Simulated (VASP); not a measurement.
# TePb (Pm-3m) in VASP: single point with PBE

Aim: the single point of TePb with PBE.

Everything below comes from runs of VASP 6.6.1. Logs are shortened: lines on timing, memory, paths and dates and some standing lists are left out, and cuts for length are marked.

## Step 1: The undisturbed crystal

The structure is cubic, space group Pm-3m (No. 221). The conventional cell has a = 4.002 Å, b = 4.002 Å, c = 4.002 Å, α = 90.00°, β = 90.00°, γ = 90.00°. Te (site symmetry m-3m) is surrounded by 8 Pb at 3.47 Å. Pb (site symmetry m-3m) is surrounded by 8 Te at 3.47 Å.

Measurements of this composition are mostly on another form, of space group No. 225.

## Step 2: Single point, PBE (volume scaled by 1.02)

File INCAR:

```
ALGO = Fast
EDIFF = 1E-6
ENCUT = 520
GGA = PE
ISIF = 2
ISMEAR = -1
LASPH = T
LCHARG = F
LREAL = F
LWAVE = F
NBANDS = 17
NELM = 100
PREC = Accurate
SIGMA = 0.08
```

File KPOINTS:

```
k-points
0
Gamma
  10 10 10
```

File POSCAR:

```
TePb
1.0
    4.0287929844      0.0000000000      0.0000000000
    0.0000000000      4.0287929844      0.0000000000
    0.0000000000      0.0000000000      4.0287929844
Te Pb
1 1
Direct
    0.5000000000      0.5000000000      0.5000000000
    0.0000000000      0.0000000000      0.0000000000
```

Potentials or basis: VASP PAW PBE potentials, release 64 (Te, Pb_d).

Started as:

```bash
> cat potpaw_PBE.64/Te/POTCAR potpaw_PBE.64/Pb_d/POTCAR > POTCAR
> mpirun -np 1 vasp_std > vasp.out
```

OUTCAR:

```text
EDIFF = 1E-6
   ENCUT = 520
   GGA = PE
   ISIF = 2
   ISMEAR = -1
   LASPH = T
   LREAL = F
   NELM = 100
   PREC = Accurate

 ion  position               nearest neighbor table
   1  0.500  0.500  0.500-   2 3.49   2 3.49   2 3.49   2 3.49   2 3.49   2 3.49   2 3.49   2 3.49

   2  0.000  0.000  0.000-   1 3.49   1 3.49   1 3.49   1 3.49   1 3.49   1 3.49   1 3.49   1 3.49

  LATTYP: Found a simple cubic cell.
 ALAT       =     4.0287929844

  Lattice vectors:

 A1 = (   4.0287929844,   0.0000000000,   0.0000000000)
 A2 = (   0.0000000000,   4.0287929844,   0.0000000000)
 A3 = (   0.0000000000,   0.0000000000,   4.0287929844)

Analysis of symmetry for initial positions (statically):
=====================================================================
 Subroutine PRICEL returns:
 Original cell was already a primitive cell.

 Routine SETGRP: Setting up the symmetry group for a
 simple cubic supercell.

 Subroutine GETGRP returns: Found 48 space group operations
 (whereof 48 operations were pure point group operations)
 out of a pool of 48 trial point group operations.

The static configuration has the point symmetry O_h .

Analysis of symmetry for dynamics (positions and initial velocities):
=====================================================================
 Subroutine PRICEL returns:
 Original cell was already a primitive cell.

 Routine SETGRP: Setting up the symmetry group for a
 simple cubic supercell.

 Subroutine GETGRP returns: Found 48 space group operations
 (whereof 48 operations were pure point group operations)
 out of a pool of 48 trial point group operations.

The dynamic configuration has the point symmetry O_h .

 Subroutine INISYM returns: Found 48 space group operations
 (whereof 48 operations are pure point group operations),
 and found     1 'primitive' translations

----------------------------------------------------------------------------------------

                                     Primitive cell

  volume of cell :      65.3920

  direct lattice vectors                    reciprocal lattice vectors
     4.028792984  0.000000000  0.000000000     0.248213300  0.000000000  0.000000000
     0.000000000  4.028792984  0.000000000     0.000000000  0.248213300  0.000000000
     0.000000000  0.000000000  4.028792984     0.000000000  0.000000000  0.248213300

  length of vectors
[... 80 lines left out ...]
   ENCUT  =  520.0 eV  38.22 Ry    6.18 a.u.   7.49  7.49  7.49*2*pi/ulx,y,z
   NELM   =    100;   NELMIN=  2; NELMDL= -5     # of ELM steps
   EDIFF  = 0.1E-05   stopping-criterion for ELM
   LREAL  =      F    real-space projection
   EDIFFG = 0.1E-04   stopping-criterion for IOM
   NSW    =      0    number of steps for IOM
   IBRION =     -1    ionic relax: 0-MD 1-quasi-New 2-CG
   NFREE  =      0    steps in history (QN), initial steepest desc. (CG)
   ISIF   =      2    stress and relaxation
   ISYM   =      2    0-nonsym 1-usesym 2-fastsym
   POTIM  = 0.5000    time-step for ionic-motion
   TEBEG  =    0.0;   TEEND  =   0.0 temperature during run
   PSTRESS=    0.0 pullay stress
   NELECT =      20.0000    total number of electrons
   NUPDOWN=      -1.0000    fix difference up-down
   EMIN   =  10.00;   EMAX   =-10.00  energy-range for DOS
   EFERMI =   0.00;   METHOD = LEGACY
   ISMEAR =    -1;   SIGMA  =   0.08  broadening in eV -4-tet -1-fermi 0-gaus
   EFERMI_NEDOS =   21; number of points for ismear=-14 and -15
   IALGO  =     68    algorithm
   IMIX   =      4    mixing-type and parameters
     AMIX     =   0.40;   BMIX     =  1.00
     AMIX_MAG =   1.60;   BMIX_MAG =  1.00
  volume/ion in A,a.u.               =      32.70       220.64
  Fermi-wavevector in a.u.,A,eV,Ry     =   1.103003  2.084373 16.553049  1.216615
  Thomas-Fermi vector in A             =   2.239454
   LORBIT       =      0    0 simple, 1 ext, 2 COOP (PROOUT), +10 PAW based schemes
   GGA     = PE    functional components
   LHFCALC =     F    Hartree Fock is set to
   AEXX    =    0.0000 exact exchange contribution
   IVDW    =     0    specifies the selected vdW correction
   LEPSILON=     F    determine dielectric tensor
   LRPA    =     F    only Hartree local field effects (RPA)
 non-spin polarized calculation
 RMM-DIIS sequential band-by-band and
  energy-cutoff  :      520.00
  volume of cell :       65.39
 maximum number of plane-waves:      1791
 NGX is ok and might be reduce to    30
   NGX = 15   NGY = 15   NGZ = 15

 number of electron      20.0000013 magnetization

 Free energy of the ion-electron system (eV)
  ---------------------------------------------------
  ext. energy  EPLUGINS =         0.00000000
  ---------------------------------------------------
  free energy    TOTEN  =        -7.07505997 eV

  energy without entropy =       -7.04913821  energy(sigma->0) =       -7.06209909

 E-fermi :   6.0923     XC(G=0):  -9.5956

 val. band max:        6.0555795823   @ k =   0.2000   0.2000   0.1000
 cond. band min:       6.1123106873   @ k =   0.5000   0.2000   0.0000
 fundamental gap:      0.0567311050
 Fermi energy:         6.0923476212

 k-point     1 :       0.0000    0.0000    0.0000
  band No.  band energies     occupation
      1     -10.9875      2.00000
      2     -10.9875      2.00000
      3     -10.9101      2.00000
      4     -10.9101      2.00000
      5     -10.9101      2.00000
      6      -5.8823      2.00000
[... 457 lines left out ...]
      4     -10.9274      2.00000
      5     -10.9131      2.00000
      6      -5.0866      2.00000
[... 9 lines left out ...]
     16      14.8607      0.00000
     17      14.9351      0.00000

 [... further k-points ...]

------------------------ aborting loop because EDIFF is reached ----------------------------------------

  FORCE on cell =-STRESS in cart. coord.  units (eV):
  Direction    XX          YY          ZZ          XY          YZ          ZX
  --------------------------------------------------------------------------------------
  -------------------------------------------------------------------------------------
  Total       -0.4226821     -0.4226821     -0.4226821      0.0000000      0.0000000     -0.0000000
  in kB      -10.3561809    -10.3561809    -10.3561809      0.0000000      0.0000000     -0.0000000
  external PRESSURE =     -10.3561809 kB  Pullay stress =       0.0000000 kB

 VOLUME and BASIS-vectors are now :
 -----------------------------------------------------------------------------
  energy-cutoff  :      520.00
  volume of cell :       65.39
      direct lattice vectors                 reciprocal lattice vectors
     4.028792984  0.000000000  0.000000000     0.248213300  0.000000000  0.000000000
     0.000000000  4.028792984  0.000000000     0.000000000  0.248213300  0.000000000
     0.000000000  0.000000000  4.028792984     0.000000000  0.000000000  0.248213300

 POSITION                                       TOTAL-FORCE (eV/Angst)
 -----------------------------------------------------------------------------------
      2.01440      2.01440      2.01440         0.000000      0.000000      0.000000
      0.00000      0.00000      0.00000         0.000000      0.000000      0.000000
 -----------------------------------------------------------------------------------
    total drift:                                0.000000     -0.000000     -0.000000

  FREE ENERGIE OF THE ION-ELECTRON SYSTEM (eV)
  ---------------------------------------------------
  free  energy   TOTEN  =        -7.0750599669 eV

  energy  without entropy=       -7.0491382111  energy(sigma->0) =       -7.06209909
```

Wall time 22 s (1 thread of Intel Xeon 6975P-C (Granite Rapids), shared host); peak memory 0.2 GiB.

What came out:

* Free energy: -7.0751 eV
* Pressure: -1.0 GPa
* Band gap on the k mesh: none (metal or under the smearing width)

Levels at points of the mesh, in eV from the Fermi level:
```
           k point  band 7  band 8  band 9  band 10  band 11  band 12  band 13  band 14
(0.00, 0.00, 0.00)   -6.77   -1.46   -1.46    -1.46     4.11     4.11     5.18     5.18
(0.50, 0.00, 0.00)   -8.91   -0.75   -0.10    -0.10     0.24     2.38     2.38     5.44
(0.50, 0.50, 0.00)   -7.82   -4.21   -4.21     0.27     3.52     3.71     3.71     6.04
(0.50, 0.50, 0.50)   -7.11   -2.35   -2.35    -2.35    -0.91    -0.91    -0.91    13.41
```
